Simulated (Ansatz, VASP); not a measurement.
**Two plane-wave programs on SrO**

The input INCAR:

```
ALGO     = Normal         # electronic algorithm
EDIFF    = 1E-6           # SCF threshold, eV
ENCUT    = 520            # plane-wave cutoff, eV
GGA      = PE             # functional
ISIF     = 2              # what is computed and relaxed
ISMEAR   = 0              # smearing method
LASPH    = T              # aspherical terms in the spheres
LCHARG   = F              # write CHGCAR
LREAL    = F              # projectors in reciprocal space
LWAVE    = F              # write WAVECAR
NBANDS   = 15             # bands
NELM     = 60             # most SCF steps
PREC     = Accurate       # precision mode
SIGMA    = 0.05           # smearing width, eV
```

KPOINTS

```
k-points
0
Gamma
  10 10 10
```

POSCAR

```
SrO
1.0
    0.0000000000      2.5663000000      2.5663000000
    2.5663000000      0.0000000000      2.5663000000
    2.5663000000      2.5663000000      0.0000000000
Sr O
1 1
Direct
    0.5000000000      0.5000000000      0.5000000000
    0.0000000000      0.0000000000      0.0000000000
```

Input for Ansatz:

```yaml
crystal:
  lattice:
    - [0.0, 2.5663, 2.5663]
    - [2.5663, 0.0, 2.5663]
    - [2.5663, 2.5663, 0.0]
  atoms:
    - { symbol: Sr, position: [0.5, 0.5, 0.5] }
    - { symbol: O, position: [0.0, 0.0, 0.0] }
basis:
  ecutwfc: 420
  fft_grid_basis: typed
kpoints:
  mp_grid: { grid: [10, 10, 10] }
hamiltonian:
  xc: pbe
  pseudopotentials: { kind: paw }
scf:
  occupations: { method: gaussian, width: 0.05 }
output:
  forces: true
  stress: true
  eigenvalues: true
  bader: true
  write_density: true
  volumetric_format: npy
  elf: true
```

Alike in both runs: task single point; functional PBE; k mesh 10 × 10 × 10; occupations gaussian, width 0.05 eV; no spin polarisation.

```csv
,VASP,Ansatz
version,VASP 6.6.1,Ansatz 0.2.0
potentials or method,"VASP PAW PBE potentials, release 64 (Sr_sv, O)","scalar-relativistic, plane waves, PAW"
plane-wave cutoff (eV),520,420
valence electrons in the cell,16,16
```

```csv
,VASP,Ansatz,Ansatz less VASP
gap on the k mesh at the Fermi level (eV),3.26,3.31,+0.049
pressure (GPa),3.9,3.3,-0.60
```

A k mesh can miss the band edges. As with any semilocal functional, this PBE gap is likely too small.
